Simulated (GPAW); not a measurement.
Crystal: HfC.

```
CELL_PARAMETERS angstrom
0.00000 2.32500 2.32500
2.32500 0.00000 2.32500
2.32500 2.32500 0.00000
ATOMIC_POSITIONS crystal
Hf 0.50000 0.50000 0.50000
C 0.00000 0.00000 0.00000
```

Program: GPAW 26.7.0. Alike in all runs: cell as given; cutoff (eV) 800. Hardware: 1 thread of Arm Neoverse V1, on a shared host.

Task: Order these runs on this cell by their wall time, lowest first.
A. task single point; level PBE; potentials or basis GPAW PAW data sets (gpaw-data 1.2.1), pw; spin off; k mesh 10 × 10 × 10; smearing gaussian 0.029 eV; mesh quality not flagged
B. task band structure; level PBE; potentials or basis GPAW PAW data sets (gpaw-data 1.2.1), pw; spin off; k mesh 10 × 10 × 10; smearing fermi-dirac 0.05 eV; band path GXWKGLUWLK,UX; band points 80; mesh quality not flagged
C. task band structure; level LDA; potentials or basis the program's PAW data sets (release 1.2.1) made for this functional, pw; spin non-collinear, zero start, SOC; k mesh 4 × 4 × 4; smearing fermi-dirac 0.05 eV; band path GXWKGLUWLK,UX; band points 100; ranks 4; mesh quality coarse

Result: A (25 s), B (52 s), C (250 s).

Caveats: some runs use coarse meshes.

Not every run made on this cell is shown here.
